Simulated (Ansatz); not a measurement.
# C (Fd-3m, 2 atoms in the cell) under biaxial strain in the (001) plane, part 2 of 3

Wanted: the shifts of the zone-centre modes of C (Fd-3m, 2 atoms in the cell) with strain.

Ansatz 0.2.0; DFT PBE, scalar-relativistic, plane waves, PAW; PAW set soft_1.

So far. Step 3 (Tight relaxation): The forces vanish by symmetry and the pressure is 0.000 GPa, within the tolerances set. The cell now holds 5.70 Å³/atom.

### Step 4. Zone-centre response at rest

The modes at rest are the reference of the series, and the response to a field gives the dielectric tensor and the Born charges.

File input.yaml:

```yaml
crystal:
  lattice:
    - [0.0, 1.7858145695, 1.7858145695]
    - [1.7858145695, 0.0, 1.7858145695]
    - [1.7858145695, 1.7858145695, 0.0]
  atoms:
    - { symbol: C, position: [0.5, 0.5, 0.5] }
    - { symbol: C, position: [0.75, 0.75, 0.75] }
kpoints:
  mp_grid: { grid: [12, 12, 12] }
hamiltonian:
  xc: pbe
  pseudopotentials: { kind: paw, azcp: { folder: soft_1 } }
scf:
  occupations: { method: fixed }
output:
  eigenvalues: true
phonons:
  method: dfpt
  dielectric: true
  rigid_motions: translations
```

Started as:

```sh
> ansatz run input.yaml --threads 4 --pin off --max-ram 10240MiB --backend cpu --events-out ev --progress --plain --runs-dir out
```

Numbers of over 12 decimals in the logs are rounded to 6 here.

Log:

```text
[...]
Crystal: 2 atoms, lattice volume = 11.390 Å³
Basis set: ecut = 420 eV, 229 PW (Γ), exchange–correlation on 40×40×40 points (8 copies of the dense FFT grid, shifted against one another)
Bands: 8, of which v1, the nominal top of the filled ones, is band 4 counted from 1 (3 counted from 0)
Symmetry: 48 space group operations
k-points: 280 of 1728 (irreducible under 4 space group operations, time reversal used)
[...]
SCF iter   1: F=—  HF=-502.161659 eV  |F-HF|=—  |Δ(HF+E_count)|=         —  Δρ=1.38e-1  dr2=1.53e0  ethr=3.10e-3  ⟨swp⟩=3.9  Hψ=12901  notcnv=0  defer=468
[...]
SCF iter   7: F=-501.614732 eV  HF=-501.614732 eV  |F-HF|=1.82e-12  |Δ(HF+E_count)|=  9.65e-11  Δρ=7.55e-7  dr2=2.53e-11  ethr=1.25e-12  ⟨swp⟩=6.6  Hψ=11381  notcnv=0
SCF 1 converged in 7 iterations: F = -501.614732 eV  dr2 = 2.53e-11
[...]
NSCF: frozen V_eff on 1 k-points
DFPT response loops at Γ: preconditioner auto → none (the input reference at scf.mixing.eps_inf says where Resta's filter doesn't serve); β = 0.50; Broyden in place of MSR1
── the response to a field inside a basis, on 12×12×12 k-points: an SCF that follows is theirs, and a resumed run solves both again ──
Bands: 5, of which v1, the nominal top of the filled ones, is band 4 counted from 1 (3 counted from 0)
k-points: 182 of 1728 (irreducible under 12 space group operations)
[...]
Eigensolver: Dense (182 Hₖ)
SCF iter   1: F=—  HF=-501.616800 eV  |F-HF|=—  |Δ(HF+E_count)|=         —  Δρ=4.27e-4  dr2=2.69e-6  ethr=1.00e-1
[...]
SCF iter   3: F=-501.616805 eV  HF=-501.616805 eV  |F-HF|=2.80e-9  |Δ(HF+E_count)|=   1.48e-6  Δρ=8.95e-6  dr2=1.46e-9  ethr=8.14e-9
SCF 1 converged in 3 iterations: F = -501.616805 eV  dr2 = 1.46e-9
[...]
SCF converged after 7 iterations
Free energy (F): -501.614732 eV
[...]
Internal energy: -501.614732 eV  (E = F + TS)
E sigma→0 (E₀):  -501.614732 eV
Fermi energy:    13.272965 eV
[...]
--- Band table (eV; the first three rows and the last of 280) ---
[...]
--- Phonons (Γ-DFPT): 1 representative perturbation + reference, on 280 of 1728 k-points (Σ response iterations 3) ---
  k mesh reduced under 4 symmetry operations, with k and −k counted as one. Each operation leaves every solved perturbation unchanged. A smaller set is not considered because the run solves the response to a homogeneous field
  ASR residual: 2.301e-5 → 0.000e0 eV/Å²; symmetrization residual: 1.077e-13 eV/Å²
  ASR residual per site (eV/Å²): 2.30e-5 2.30e-5
  Γ frequencies (cm⁻¹): 0.00 0.00 0.00 1289.06 1289.06 1289.06
  ε∞ (high-frequency dielectric tensor):
        5.850564    -0.000000     0.000000
       -0.000000     5.850564     0.000000
        0.000000     0.000000     5.850564
  ε⁰ (static dielectric tensor: ions relaxed, cell fixed):
        5.850564    -0.000000     0.000000
       -0.000000     5.850564     0.000000
        0.000000     0.000000     5.850564
  ε⁰ − ε∞ (ionic part):
        0.000000     0.000000     0.000000
        0.000000     0.000000     0.000000
        0.000000     0.000000     0.000000
  softest optical mode at Γ: 1289.06 cm⁻¹; the repairs (sum rule, projections) moved no ω² at Γ by more than (0.72 cm⁻¹)²
  Born effective charges Z* (e; rows j = field, columns β = displacement):
    site 0:
        -0.00000    0.00000    0.00000
        -0.00000    0.00000   -0.00000
         0.00000    0.00000    0.00000
    site 1:
         0.00000   -0.00000   -0.00000
         0.00000   -0.00000    0.00000
        -0.00000   -0.00000   -0.00000
  Z* charge neutrality: 5.819e-4 e pre-enforcement
  solved inside a basis spanned on kpoints, on 12×12×12 k-points, its susceptibility summed on 16×16×16: ε∞ is read to err by 1.6e-2, Z* by 4.4e-3 e (field_mesh: kpoints solves on kpoints)
  optical modes at Γ without the LO–TO term, one row a degenerate level:
      ω (cm⁻¹)  modes    IR ((D/Å)²/amu)
       1289.06      3             0.0000
  optical modes at Γ + LO–TO along q̂ = [1.0000, 0.0000, 0.0000]:
      ω (cm⁻¹)  modes    IR ((D/Å)²/amu)
       1289.06      3             0.0000
  optical modes at Γ + LO–TO along q̂ = [0.0000, 1.0000, 0.0000]:
      ω (cm⁻¹)  modes    IR ((D/Å)²/amu)
       1289.06      3             0.0000
  optical modes at Γ + LO–TO along q̂ = [0.0000, 0.0000, 1.0000]:
      ω (cm⁻¹)  modes    IR ((D/Å)²/amu)
       1289.06      3             0.0000
```

It took 5 s on 4 threads of Arm Neoverse V2, shared host; peak memory 0.42 GiB; 19 s of CPU time.

This step gave:

```yaml
sum_rule_residual_before_enforcement: 2.30e-5 eV/Å²
miss_of_the_charge_sum_rule: 5.82e-4 e
estimated_error_of_the_dielectric_tensor: 0.01581
estimated_error_of_the_born_charges: 0.004436 e
point_group: m-3m
highest_optical_mode_at_the_zone_centre_no_lo_to_term: 1289 cm⁻¹
lowest_optical_zone_centre_mode: 1289 cm⁻¹
mean_high_frequency_dielectric_constant: 5.851
largest_born_charge_third_of_the_trace: 0 e
mean_static_dielectric_constant: 5.851
top_of_the_zone_centre_spectrum_with_the_field: 1289 cm⁻¹
```

Patterns of degenerate modes are one choice out of their space. Modes at Γ:

```tsv
mode	frequency (cm⁻¹)	symmetry
1	0.0	acoustic
2	0.0	acoustic
3	0.0	acoustic
4	1289.1	T2g
5	1289.1	T2g
6	1289.1	T2g
```

Displacements in mode 6 (1289.1 cm⁻¹), the largest set to 1:
```
C1   0.00  1.00 -0.25
C2   0.00 -1.00  0.25
```

Optical modes at the zone centre, without and with the macroscopic field of the longitudinal modes; each column is sorted by frequency, so a row need not hold one and the same mode. Modes with and without the field, by row:

```tsv
rank among optical modes	no field (cm⁻¹)	q along (1, 0, 0) (cm⁻¹)
1	1289	1289
2	1289	1289
3	1289	1289
```

The Born charge (rows field, columns displacement) vanishes on all sites.

High-frequency dielectric tensor:

```
5.85 0.00 0.00
0.00 5.85 0.00
0.00 0.00 5.85
```

Static dielectric tensor (ions relaxed, fixed cell):

```
5.85 0.00 0.00
0.00 5.85 0.00
0.00 0.00 5.85
```

Before it was imposed, the acoustic sum rule was missed by 2.3e-5 eV/Å² and the charge sum rule by 5.8e-4 e. Small misses are needed for a sound result but don't prove that mesh and cutoff are converged. The lowest optical mode is real, 1289 cm⁻¹.

### Step 5. Relaxation of a member: biaxial strain of +4 % in the (001) plane

The cell takes a biaxial strain of +4 % in the (001) plane. The strained lengths are held, while the rest of the cell and the atoms relax.

input.yaml, the sections that differ from step 4:

```yaml
crystal:
  lattice:
    - [0.0, 1.8572471523, 1.7735349291]
    - [1.8572471523, 0.0, 1.7735349291]
    - [1.8572471523, 1.8572471523, 0.0]
  atoms:
    - { symbol: C, position: [0.5, 0.5, 0.5] }
    - { symbol: C, position: [0.75, 0.75, 0.75] }
  conventional_axes: [[-1, 1, 1], [1, -1, 1], [1, 1, -1]]
output:
  forces: true
  stress: true
  eigenvalues: true
relax:
  adjacent_minimum: "off"
  f_tol: 0.001
  max_steps: 60
  cell: { stress_tol: 0.01, fix: [a, b, gamma] }
# kpoints, hamiltonian, scf: as in step 4
# phonons: removed
```

Log:

```text
[...]
Crystal: 2 atoms, lattice volume = 12.235 Å³
Basis set: ecut = 420 eV, 257 PW (Γ), exchange–correlation on 36×36×36 points (8 copies of the dense FFT grid, shifted against one another)
Bands: 8, of which v1, the nominal top of the filled ones, is band 4 counted from 1 (3 counted from 0)
Symmetry: 16 space group operations
[...]
k-points: 163 of 1728
[...]
--- Band table (eV; the first three rows and the last of 163) ---
[...]
--- Relaxed structure (4 steps of the walk, 4 accepted, 2 SCFs on fresh bases) ---
[...]
cell:  # Å, volume = 12.2080 Å³
    - [0.0, 1.8572471523, 1.769602]
    - [1.8572471523, 0.0, 1.769602]
    - [1.8572471523, 1.8572471523, 0.0]
  atoms:
    - { symbol: C, position: [0.500000, 0.500000, 0.5] }
    - { symbol: C, position: [0.750000, 0.750000, 0.750000] }
[key lines of the parts left out:]
SCF converged after 4 iterations
Free energy (F): -501.494543 eV
Fermi energy:    12.495710 eV
P = ⅓ Tr σ = -26.2621 GPa (-262.621 kbar)
```

The job ended after 1.9 s (4 threads; peak memory 0.27 GiB; 6.7 s of CPU time).

Relaxation path:

```tsv
step	energy less that of the first step (eV)	largest force component (eV/Å)	pressure (GPa)	volume (Å³)
1	0.0000	0.0000	-27.00	12.24
2	-0.0003	0.0000	-26.24	12.21
3	-0.0003	0.0000	-26.26	12.21
4*	-0.0002	0.0000	-26.27	12.21
5	-0.0002	0.0000	-26.26	12.21
6*	-0.0002	0.0000	-26.26	12.21
```

Relaxation steps marked * repeat the geometry before them on a plane-wave basis chosen anew for their cell, so energy and pressure can jump there.

Forces are held to the 16 operations that the run works with; a distortion that breaks them can't arise in this run.

```tsv
conventional cell, symmetrised	before	after	change
a (Å)	2.627	2.627	+0.0 %
b (Å)	2.627	2.627	+0.0 %
c (Å)	3.547	3.539	-0.2 %
volume (Å³/atom)	6.12	6.10	-0.2 %
```

The relaxed structure:

```
C
1.0
     0.00000    1.85725    1.76960
     1.85725    0.00000    1.76960
     1.85725    1.85725    0.00000
C
2
Direct
  0.50000 0.50000 0.50000
  0.75000 0.75000 0.75000
```

Numbers from this step:

- pressure: -26.26 GPa
- gap on the k-mesh: 2.856 eV
- volume per atom: 6.104 Å³

The forces vanish by symmetry.

### Step 6. Zone-centre modes of the member: biaxial strain of +4 % in the (001) plane

The zone-centre modes follow for biaxial strain of +4 % in the (001) plane, with the response to a field.

input.yaml, the sections that differ from step 5:

```yaml
crystal:
  lattice:
    - [0.0, 1.8572471523, 1.7696016024]
    - [1.8572471523, 0.0, 1.7696016024]
    - [1.8572471523, 1.8572471523, 0.0]
  atoms:
    - { symbol: C, position: [0.5, 0.5, 0.5] }
    - { symbol: C, position: [0.75, 0.75, 0.75] }
output:
  eigenvalues: true
phonons:
  method: dfpt
  dielectric: true
  rigid_motions: translations
# kpoints, hamiltonian, scf: as in step 5
# relax: removed
```

Log:

```text
[...]
Crystal: 2 atoms, lattice volume = 12.208 Å³
Basis set: ecut = 420 eV, 257 PW (Γ), exchange–correlation on 40×40×40 points (8 copies of the dense FFT grid, shifted against one another)
Bands: 8, of which v1, the nominal top of the filled ones, is band 4 counted from 1 (3 counted from 0)
Symmetry: 16 space group operations
k-points: 868 of 1728 (irreducible under 1 space group operation, time reversal used)
[...]
SCF iter   1: F=—  HF=-501.930940 eV  |F-HF|=—  |Δ(HF+E_count)|=         —  Δρ=1.22e-1  dr2=1.29e0  ethr=3.10e-3  ⟨swp⟩=3.8  Hψ=39510  notcnv=0  defer=1587
[...]
SCF iter   7: F=-501.494543 eV  HF=-501.494543 eV  |F-HF|=6.25e-13  |Δ(HF+E_count)|=  9.92e-11  Δρ=4.22e-7  dr2=9.62e-12  ethr=1.25e-12  ⟨swp⟩=6.9  Hψ=35675  notcnv=0
SCF 1 converged in 7 iterations: F = -501.494543 eV  dr2 = 9.62e-12
[...]
Bands: 5, of which v1, the nominal top of the filled ones, is band 4 counted from 1 (3 counted from 0)
k-points: 468 of 1728 (irreducible under 4 space group operations)
[...]
Eigensolver: Dense (468 Hₖ)
SCF iter   1: F=—  HF=-501.496530 eV  |F-HF|=—  |Δ(HF+E_count)|=         —  Δρ=4.04e-4  dr2=2.49e-6  ethr=1.00e-1
[...]
SCF iter   3: F=-501.496536 eV  HF=-501.496536 eV  |F-HF|=2.74e-9  |Δ(HF+E_count)|=   1.51e-6  Δρ=8.60e-6  dr2=1.43e-9  ethr=7.52e-9
SCF 1 converged in 3 iterations: F = -501.496536 eV  dr2 = 1.43e-9
[...]
SCF converged after 7 iterations
Free energy (F): -501.494543 eV
[...]
Internal energy: -501.494543 eV  (E = F + TS)
E sigma→0 (E₀):  -501.494543 eV
Fermi energy:    12.495707 eV
[...]
--- Band table (eV; the first three rows and the last of 868) ---
[...]
--- Phonons (Γ-DFPT): 2 representative perturbations + reference, on 868 of 1728 k-points (Σ response iterations 6) ---
  k mesh reduced under 1 symmetry operation, with k and −k counted as one. Each operation leaves every solved perturbation unchanged. A smaller set is not considered because the run solves the response to a homogeneous field
  ASR residual: 1.783e-5 → 0.000e0 eV/Å²; symmetrization residual: 2.526e-7 eV/Å²
  ASR residual per site (eV/Å²): 1.78e-5 1.78e-5
  Γ frequencies (cm⁻¹): 0.00 0.00 0.00 1184.97 1184.97 1225.55
  ε∞ (high-frequency dielectric tensor):
        6.179437     0.000000     0.000000
        0.000000     6.179437     0.000000
        0.000000     0.000000     5.631382
  ε⁰ (static dielectric tensor: ions relaxed, cell fixed):
        6.179437     0.000000     0.000000
        0.000000     6.179437     0.000000
        0.000000     0.000000     5.631382
  ε⁰ − ε∞ (ionic part):
        0.000000     0.000000     0.000000
        0.000000     0.000000     0.000000
        0.000000     0.000000     0.000000
[...]
Born effective charges Z* (e; rows j = field, columns β = displacement):
    site 0:
         0.00000    0.00000    0.00000
         0.00000    0.00000   -0.00000
         0.00000   -0.00000    0.00000
    site 1:
         0.00000    0.00000    0.00000
         0.00000    0.00000    0.00000
         0.00000    0.00000    0.00000
  Z* charge neutrality: 7.622e-4 e pre-enforcement
[...]
optical modes at Γ without the LO–TO term, one row a degenerate level:
      ω (cm⁻¹)  modes    IR ((D/Å)²/amu)
       1184.97      2             0.0000
       1225.55      1             0.0000
  optical modes at Γ + LO–TO along q̂ = [1.0000, 0.0000, 0.0000]:
      ω (cm⁻¹)  modes    IR ((D/Å)²/amu)
       1184.97      2             0.0000
       1225.55      1             0.0000
  optical modes at Γ + LO–TO along q̂ = [0.0000, 1.0000, 0.0000]:
      ω (cm⁻¹)  modes    IR ((D/Å)²/amu)
       1184.97      2             0.0000
       1225.55      1             0.0000
  optical modes at Γ + LO–TO along q̂ = [0.0000, 0.0000, 1.0000]:
      ω (cm⁻¹)  modes    IR ((D/Å)²/amu)
       1184.97      2             0.0000
       1225.55      1             0.0000
```

Wall time 16 s (4 threads); peak memory 0.75 GiB.

This step gave:

```yaml
sum_rule_residual_before_enforcement: 1.78e-5 eV/Å²
miss_of_the_charge_sum_rule: 7.62e-4 e
estimated_error_of_the_dielectric_tensor: 0.01703
estimated_error_of_the_born_charges: 0.004572 e
point_group: 4/mmm
highest_optical_mode_at_the_zone_centre_no_lo_to_term: 1226 cm⁻¹
lowest_optical_zone_centre_mode: 1185 cm⁻¹
mean_high_frequency_dielectric_constant: 5.997
mean_static_dielectric_constant: 5.997
top_of_the_zone_centre_spectrum_with_the_field: 1226 cm⁻¹
```

Patterns of degenerate modes are one choice out of their space. Modes at Γ:

```tsv
mode	frequency (cm⁻¹)	symmetry
1	0.0	acoustic
2	0.0	acoustic
3	0.0	acoustic
4	1185.0	Eg
5	1185.0	Eg
6	1225.5	B1g
```

The lowest optical mode is real, 1185 cm⁻¹, and the highest lies at 1225.5 cm⁻¹.

Between step 4 and this run (strain 4 %) the value for the highest optical mode at the zone centre (no LO-TO term) moves from 1289 cm⁻¹ to 1226 cm⁻¹ (-5 %).

### Step 7. A member of the series: biaxial strain of -4 % in the (001) plane

The cell takes a biaxial strain of -4 % in the (001) plane. The strained lengths are held, while the rest of the cell and the atoms relax.

input.yaml, the sections that differ from step 6:

```yaml
crystal:
  lattice:
    - [0.0, 1.7143819867, 1.798885673]
    - [1.7143819867, 0.0, 1.798885673]
    - [1.7143819867, 1.7143819867, 0.0]
  atoms:
    - { symbol: C, position: [0.5, 0.5, 0.5] }
    - { symbol: C, position: [0.75, 0.75, 0.75] }
  conventional_axes: [[-1, 1, 1], [1, -1, 1], [1, 1, -1]]
output:
  forces: true
  stress: true
  eigenvalues: true
relax:
  adjacent_minimum: "off"
  f_tol: 0.001
  max_steps: 60
  cell: { stress_tol: 0.01, fix: [a, b, gamma] }
# kpoints, hamiltonian, scf: as in step 6
# phonons: removed
```

Log:

```text
[...]
Crystal: 2 atoms, lattice volume = 10.574 Å³
Basis set: ecut = 420 eV, 199 PW (Γ), exchange–correlation on 36×36×36 points (8 copies of the dense FFT grid, shifted against one another)
Bands: 8, of which v1, the nominal top of the filled ones, is band 4 counted from 1 (3 counted from 0)
Symmetry: 16 space group operations
[...]
k-points: 163 of 1728
[...]
P = ⅓ Tr σ = 35.4971 GPa (354.971 kbar)
--- Band table (eV; the first three rows and the last of 163) ---
[...]
--- Relaxed structure (4 steps of the walk, 4 accepted, 2 SCFs on fresh bases) ---
[...]
cell:  # Å, volume = 10.6011 Å³
    - [0, 1.7143819867, 1.803453]
    - [1.7143819867, 0, 1.803453]
    - [1.7143819867, 1.7143819867, 0]
  atoms:
    - { symbol: C, position: [0.5, 0.5, 0.500000] }
    - { symbol: C, position: [0.750000, 0.750000, 0.750000] }
[key lines of the parts left out:]
SCF converged after 3 iterations
Free energy (F): -501.473627 eV
Fermi energy:    14.892350 eV
```

Wall time 1.8 s (4 threads); peak memory 0.26 GiB.

(Continued in part 3 of 3.)

[Logs are printed without paths, hosts, clocks, repeated set-up lines and the standing remarks that a program may print on its own settings, such as how far it seeks lower states.]

[Hosts, paths, dates, database ids (printed as entryN), source tags and the programs' standing remarks are cut or masked in the printed files.]
